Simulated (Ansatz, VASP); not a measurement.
## LiCl: VASP beside Ansatz

```
Li Cl
1.0
     0.00000    2.38925    2.38925
     2.38925    0.00000    2.38925
     2.38925    2.38925    0.00000
Li Cl
1 1
Direct
  0.00000 0.00000 0.00000
  0.50000 0.50000 0.50000
```

Alike in both runs: functional LDA; k mesh 8 × 8 × 8; no spin polarisation.

Ansatz relaxed the structure, and its values are those at the end. VASP's run is a single point on that final structure, the one shown.

|  | VASP | Ansatz |
| --- | --- | --- |
| version | VASP 6.6.1 | Ansatz 0.2.0 |
| potentials or method | VASP PAW LDA potentials, release 64 (Li_sv, Cl) | scalar-relativistic, plane waves, PAW |
| plane-wave cutoff (eV) | 520 | 420 |
| occupations | gaussian, width 0.01 eV | fixed |
| valence electrons in the cell | 10 | 10 |

|  | VASP | Ansatz | Ansatz less VASP |
| --- | --- | --- | --- |
| gap on the k mesh at the Fermi level (eV) | 6.62 | 6.59 | -0.032 |
| least direct gap on the mesh (eV) | 6.99 | 6.95 | -0.033 |

 A k mesh can miss the band edges. Expect the measured gap to be larger: semilocal functionals such as LDA lack the derivative discontinuity.
